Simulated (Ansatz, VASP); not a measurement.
# One calculation of LiCl, two programs

```xyz
6
Lattice="5.3916 3.1129 1.2349 -5.3916 3.1129 1.2349 0.0000 -6.2257 1.2349" Properties=species:S:1:pos:R:3 pbc="T T T"
Li    3.3004   -1.9055    2.2043
Li   -3.3004   -1.9055    2.2043
Li    0.0000    3.8109    2.2043
Cl    0.0000   -3.9642    1.5004
Cl    3.4331    1.9821    1.5004
Cl   -3.4331    1.9821    1.5004
```

Alike in both runs: functional PBE; k mesh 6 × 6 × 6; occupations gaussian, width 0.1 eV; no spin polarisation.

Ansatz relaxed the structure, and its values are those at the end. VASP's run is a single point on that final structure, the one shown.

|  | VASP | Ansatz |
| --- | --- | --- |
| version | VASP 6.6.1 | Ansatz 0.2.0 |
| potentials or method | VASP PAW PBE potentials, release 64 (Li_sv, Cl) | scalar-relativistic, plane waves, PAW |
| plane-wave cutoff (eV) | 520 | 420 |
| valence electrons in the cell | 30 | 30 |

```tsv
	VASP	Ansatz	Ansatz less VASP
gap on the k mesh at the Fermi level (eV)	5.75	5.74	-0.007
least direct gap on the mesh (eV)	5.75	5.74	-0.007
rms of the force components (eV/Å)	0.005	0.005	0.0000
```

 A k mesh can miss the band edges.
